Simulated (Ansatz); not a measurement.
Theory: Ansatz 0.2.0, DFT PBE, scalar-relativistic, plane waves, PAW.

Structure of Rh:

```
Rh
1.0
     2.72479    0.00000    0.00000
    -1.36239    2.35974    0.00000
     0.00000    0.00000    4.38484
Rh
2
Direct
  0.66667 0.33333 0.75000
  0.33333 0.66667 0.25000
```

Settings: cutoff 420 eV, Γ-centred mesh 18×18×10 on the computed 2-atom cell, Gaussian smearing of 0.10 eV; no spin polarisation.

Levels along Γ–M–K–Γ–A–L–H–A | L–M | H–K, in eV from the Fermi level, sorted by energy at each point. Points in fractions of the primitive reciprocal vectors: Γ (0.000 0.000 0.000), M (0.500 0.000 0.000), K (0.333 0.333 0.000), A (0.000 0.000 0.500), L (0.500 0.000 0.500), H (0.333 0.333 0.500).
| point | k (1/Å, with 2π) | band 15 | band 16 | band 17 | band 18 | band 19 | band 20 | band 21 |
| --- | --- | --- | --- | --- | --- | --- | --- | --- |
| Γ | 0.000 | -2.42 | -1.89 | -1.89 | 0.12 | 0.12 | 0.79 | 8.44 |
| - | 0.190 | -2.30 | -2.04 | -1.98 | -0.83 | 0.17 | 1.98 | 8.43 |
| - | 0.380 | -2.29 | -2.21 | -1.95 | -1.58 | 0.28 | 3.57 | 8.39 |
| - | 0.571 | -1.94 | -1.82 | -1.77 | -1.41 | 0.40 | 5.26 | 8.36 |
| - | 0.761 | -2.21 | -1.10 | -0.96 | -0.76 | 0.50 | 6.97 | 8.38 |
| - | 0.951 | -2.42 | -0.37 | -0.08 | 0.20 | 0.56 | 8.20 | 8.61 |
| - | 1.141 | -2.23 | 0.17 | 0.46 | 0.59 | 1.72 | 6.45 | 9.77 |
| M | 1.331 | -2.11 | 0.38 | 0.60 | 0.68 | 2.93 | 4.99 | 10.15 |
| - | 1.441 | -2.15 | 0.38 | 0.58 | 0.61 | 3.03 | 5.06 | 10.22 |
| - | 1.551 | -2.12 | 0.39 | 0.43 | 0.51 | 3.30 | 5.23 | 10.41 |
| - | 1.661 | -2.07 | 0.20 | 0.38 | 0.41 | 3.71 | 5.44 | 10.76 |
| - | 1.771 | -2.00 | -0.02 | 0.32 | 0.32 | 4.23 | 5.66 | 9.66 |
| - | 1.880 | -1.89 | -0.17 | 0.22 | 0.25 | 4.83 | 5.87 | 8.52 |
| - | 1.990 | -1.77 | -0.20 | 0.09 | 0.20 | 5.49 | 6.09 | 7.39 |
| K | 2.100 | -1.73 | -0.08 | -0.08 | 0.19 | 6.10 | 6.38 | 6.38 |
| - | 2.320 | -1.90 | -0.50 | 0.23 | 0.34 | 4.15 | 7.39 | 7.87 |
| - | 2.539 | -2.27 | -0.97 | 0.31 | 0.33 | 2.23 | 9.00 | 9.87 |
| - | 2.759 | -2.16 | -1.46 | -0.34 | 0.36 | 0.56 | 8.19 | 8.71 |
| - | 2.978 | -1.92 | -1.88 | -1.34 | -0.77 | 0.36 | 6.11 | 8.41 |
| - | 3.198 | -2.30 | -2.21 | -1.71 | -1.61 | 0.29 | 4.09 | 8.38 |
| - | 3.418 | -2.25 | -2.06 | -2.05 | -0.98 | 0.18 | 2.21 | 8.42 |
| Γ | 3.637 | -2.42 | -1.89 | -1.89 | 0.12 | 0.12 | 0.79 | 8.44 |
| - | 3.740 | -2.44 | -1.83 | -1.83 | 0.12 | 0.12 | 0.58 | 8.71 |
| - | 3.842 | -2.51 | -1.67 | -1.67 | 0.04 | 0.11 | 0.11 | 9.45 |
| - | 3.944 | -2.62 | -1.44 | -1.44 | -0.68 | 0.08 | 0.08 | 10.48 |
| - | 4.047 | -2.73 | -1.44 | -1.19 | -1.19 | 0.02 | 0.02 | 11.68 |
| - | 4.149 | -2.85 | -2.15 | -0.92 | -0.92 | -0.09 | -0.09 | 12.93 |
| - | 4.251 | -2.96 | -2.73 | -0.67 | -0.67 | -0.24 | -0.24 | 14.04 |
| A | 4.354 | -3.05 | -3.05 | -0.43 | -0.43 | -0.43 | -0.43 | 14.68 |
| - | 4.544 | -2.90 | -2.90 | -0.45 | -0.45 | -0.32 | -0.32 | 14.82 |
| - | 4.734 | -2.65 | -2.65 | -0.49 | -0.49 | 0.00 | 0.00 | 15.13 |
| - | 4.924 | -2.24 | -2.24 | -0.48 | -0.48 | 0.42 | 0.42 | 15.32 |
| - | 5.114 | -1.87 | -1.87 | -0.33 | -0.33 | 0.90 | 0.90 | 13.81 |
| - | 5.305 | -1.33 | -1.33 | 0.03 | 0.03 | 1.47 | 1.47 | 11.71 |
| - | 5.495 | -0.56 | -0.56 | 0.40 | 0.40 | 2.19 | 2.19 | 9.88 |
| L | 5.685 | -0.30 | -0.30 | 0.56 | 0.56 | 2.63 | 2.63 | 9.07 |
| - | 5.795 | -0.37 | -0.37 | 0.47 | 0.47 | 2.88 | 2.88 | 9.09 |
| - | 5.905 | -0.59 | -0.59 | 0.36 | 0.36 | 3.49 | 3.49 | 9.13 |
| - | 6.014 | -0.93 | -0.93 | 0.32 | 0.32 | 4.27 | 4.27 | 9.20 |
| - | 6.124 | -1.27 | -1.27 | 0.29 | 0.29 | 5.13 | 5.13 | 9.29 |
| - | 6.234 | -1.56 | -1.56 | 0.25 | 0.25 | 6.03 | 6.03 | 9.38 |
| - | 6.344 | -1.74 | -1.74 | 0.20 | 0.20 | 6.87 | 6.87 | 9.46 |
| H | 6.454 | -1.79 | -1.79 | 0.18 | 0.18 | 7.33 | 7.33 | 9.38 |
| - | 6.673 | -1.80 | -1.80 | 0.32 | 0.32 | 5.73 | 5.73 | 10.66 |
| - | 6.893 | -1.96 | -1.96 | 0.51 | 0.51 | 3.48 | 3.48 | 12.14 |
| - | 7.112 | -1.92 | -1.92 | 0.33 | 0.33 | 1.65 | 1.65 | 14.01 |
| - | 7.332 | -2.00 | -2.00 | -0.27 | -0.27 | 0.69 | 0.69 | 15.41 |
| - | 7.552 | -2.48 | -2.48 | -0.48 | -0.48 | 0.13 | 0.13 | 15.24 |
| - | 7.771 | -2.88 | -2.88 | -0.46 | -0.46 | -0.28 | -0.28 | 14.86 |
| A | 7.991 | -3.05 | -3.05 | -0.43 | -0.43 | -0.43 | -0.43 | 14.68 |
| L | 7.991 | -0.30 | -0.30 | 0.56 | 0.56 | 2.63 | 2.63 | 9.07 |
| - | 8.093 | -0.89 | 0.27 | 0.53 | 0.58 | 2.04 | 3.21 | 9.11 |
| - | 8.196 | -0.81 | 0.51 | 0.61 | 0.61 | 1.65 | 3.74 | 9.22 |
| - | 8.298 | -0.40 | 0.29 | 0.49 | 0.63 | 1.86 | 4.19 | 9.41 |
| - | 8.400 | -0.34 | -0.04 | 0.48 | 0.65 | 2.28 | 4.54 | 9.64 |
| - | 8.503 | -1.00 | 0.24 | 0.49 | 0.67 | 2.63 | 4.80 | 9.89 |
| - | 8.605 | -1.66 | 0.36 | 0.56 | 0.67 | 2.85 | 4.95 | 10.08 |
| M | 8.707 | -2.11 | 0.38 | 0.60 | 0.68 | 2.93 | 4.99 | 10.15 |
| H | 8.707 | -1.79 | -1.79 | 0.18 | 0.18 | 7.33 | 7.33 | 9.38 |
| - | 8.810 | -1.88 | -1.60 | 0.17 | 0.17 | 7.25 | 7.25 | 8.76 |
| - | 8.912 | -1.89 | -1.31 | 0.14 | 0.14 | 7.06 | 7.06 | 8.14 |
| - | 9.014 | -1.86 | -0.93 | 0.09 | 0.09 | 6.84 | 6.84 | 7.55 |
| - | 9.117 | -1.81 | -0.54 | 0.03 | 0.03 | 6.65 | 6.65 | 6.99 |
| - | 9.219 | -1.77 | -0.17 | -0.03 | -0.03 | 6.50 | 6.50 | 6.53 |
| - | 9.322 | -1.74 | -0.07 | -0.07 | 0.09 | 6.21 | 6.41 | 6.41 |
| K | 9.424 | -1.73 | -0.08 | -0.08 | 0.19 | 6.10 | 6.38 | 6.38 |

This form isn't the element's structure at ambient conditions.

Cost: 1 run of about 0.8 core-minutes, on Intel Xeon Platinum 8259CL (Skylake/Cascade Lake) (shared hosts).